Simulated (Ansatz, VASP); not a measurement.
**One calculation of SiW, two programs**

```
CELL_PARAMETERS angstrom
2.73755 0.00000 0.00000
0.00000 2.73755 0.00000
0.00000 0.00000 2.73755
ATOMIC_POSITIONS crystal
W 0.00000 0.00000 0.00000
Si 0.50000 0.50000 0.50000
```

Change from the starting cell: volume scaled by 0.75, LAPW.

Alike in both runs: task single point; functional LDA; k mesh 13 × 13 × 13; occupations fermi-dirac, width 0.05 eV; no spin polarisation.

|  | VASP | Ansatz |
| --- | --- | --- |
| version | VASP 6.6.1 | Ansatz 0.2.0 |
| potentials or method | VASP PAW LDA potentials, release 64 (W_sv, Si), cutoff 520 eV | all-electron LAPW, scalar-relativistic |

```tsv
	VASP	Ansatz	Ansatz less VASP
pressure (GPa)	137.0	132.6	-4.39
```

Ansatz ran all-electron here, so the differences hold the error of VASP's frozen core and of both bases.

Caveats: the cell as given lies far from equilibrium; so large a pressure means that the cell lies far from this level's equilibrium, or that cutoff or potentials fall short (VASP). Spin-orbit coupling is left out, which matters for the levels of W.
